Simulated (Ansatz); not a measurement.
# SnSe: an energy map of one atom

Aim: for SnSe, map the energy of atom 3 (Se) over a plane.

Computed with Ansatz 0.2.0 (DFT r2SCAN, scalar-relativistic, plane waves, PAW, unless a step's input says otherwise).

## 1. The structure to begin with

The structure is tetragonal, space group P4/nmm (No. 129). The conventional cell has a = 4.285 Å, b = 4.285 Å, c = 10.991 Å, α = 90.00°, β = 90.00°, γ = 90.00°. Sn (site symmetry 4mm) has 5 Se at 2.68 to 3.03 Å as nearest neighbours. Se (site symmetry 4mm) is surrounded by 5 Sn at 2.68 to 3.03 Å.

Structure file:

```xyz
4
Lattice="4.2853 0.0000 0.0000 0.0000 4.2853 0.0000 0.0000 0.0000 10.9907" Properties=species:S:1:pos:R:3 pbc="T T T"
Sn    2.1427    0.0000    4.0911
Sn    0.0000    2.1427    6.8996
Se    2.1427    0.0000    6.7707
Se    0.0000    2.1427    4.2200
```

It goes back to an entry of the Materials Project, which need not be the stable form.

The cell is taken as given, not relaxed at this level.

## 2. Zero of energy

The reference gives a free energy of -23035.0161 eV, pressure -0.11 GPa, largest force 0.081 eV/Å and gap on the mesh 1.92 eV. It was computed beforehand with the settings of the runs below.

## 3. Setting up an energy map of one atom

Atom 3 (Se) is moved by p along (1.000, 0.000, 0.000) and q along (0.000, 1.000, 0.000) (Å), all else fixed; its images in the other cells move with it. Points alike by symmetry are run once.

## 4. At p = -0.450, q = -0.450

Input file input.yaml:

```yaml
crystal:
  lattice:
    - [4.2853274191, 0.0, 0.0]
    - [0.0, 4.2853274191, 0.0]
    - [0.0, 0.0, 10.99069213]
  atoms:
    - { symbol: Sn, position: [0.5, 0.0, 0.37222911] }
    - { symbol: Sn, position: [0.0, 0.5, 0.62777089] }
    - { symbol: Se, position: [0.3949905209, -0.1050094791, 0.61603949] }
    - { symbol: Se, position: [0.0, 0.5, 0.38396051] }
basis:
  ecutwfc: 350.0
kpoints:
  mp_grid: { grid: [4, 4, 2] }
hamiltonian:
  xc: r2scan
scf:
  occupations: { method: gaussian, width: 0.05 }
output:
  forces: true
  stress: true
  eigenvalues: true
```

Run with:

```sh
$ ansatz run input.yaml --threads 1 --pin off --max-ram 2560MiB --backend cpu --events-out ev --progress --plain --runs-dir out
```

## 5. Point p = -0.450, q = 0.000

Changes to input.yaml since step 4:

```diff
@@ -8,3 +8,3 @@
     - { symbol: Sn, position: [0.0, 0.5, 0.62777089] }
-    - { symbol: Se, position: [0.3949905209, -0.1050094791, 0.61603949] }
+    - { symbol: Se, position: [0.3949905209, 0.0, 0.61603949] }
     - { symbol: Se, position: [0.0, 0.5, 0.38396051] }
```

## 6. At p = -0.450, q = -0.225

Changes to input.yaml since step 5:

```diff
@@ -8,3 +8,3 @@
     - { symbol: Sn, position: [0.0, 0.5, 0.62777089] }
-    - { symbol: Se, position: [0.3949905209, 0.0, 0.61603949] }
+    - { symbol: Se, position: [0.3949905209, -0.0525047395, 0.61603949] }
     - { symbol: Se, position: [0.0, 0.5, 0.38396051] }
```

## 7. Point p = -0.225, q = 0.000

Changes to input.yaml since step 6:

```diff
@@ -8,3 +8,3 @@
     - { symbol: Sn, position: [0.0, 0.5, 0.62777089] }
-    - { symbol: Se, position: [0.3949905209, -0.0525047395, 0.61603949] }
+    - { symbol: Se, position: [0.4474952605, 0.0, 0.61603949] }
     - { symbol: Se, position: [0.0, 0.5, 0.38396051] }
```

## 8. At p = -0.225, q = -0.225

Changes to input.yaml since step 7:

```diff
@@ -8,3 +8,3 @@
     - { symbol: Sn, position: [0.0, 0.5, 0.62777089] }
-    - { symbol: Se, position: [0.4474952605, 0.0, 0.61603949] }
+    - { symbol: Se, position: [0.4474952605, -0.0525047395, 0.61603949] }
     - { symbol: Se, position: [0.0, 0.5, 0.38396051] }
```

(Steps that only read results are left out.)

**Question.** What will these runs give? Wanted: highest point; lowest point away from the origin.

As calculated:

```
                         quantity                                       value
                    highest point  0.658 eV/cell at (p, q) = (-0.450, -0.450)
lowest point away from the origin            0.031 eV/cell at (-0.225, 0.000)
```

The settings of these runs were drawn from a wide range and may not be converged. The undisturbed cell is the lowest computed point. Read as harmonic, the points at ±0.225 Å give force constants of 1.24 eV/Å² along p and 1.24 eV/Å² along q, so the site is nearly isotropic in this plane. The gap on the mesh runs from 1.32 to 1.92 eV over the map. In some runs cutoff or mesh lie under the advised values, so their numbers carry a basis error. The cell holds empty space of several Å, a single layer or slab in vacuum, so volume, pressure and the long edge depend on that space.

The gaps are Kohn-Sham values of a semilocal functional, not quasiparticle or optical gaps. Such gaps usually fall short of the measured ones.
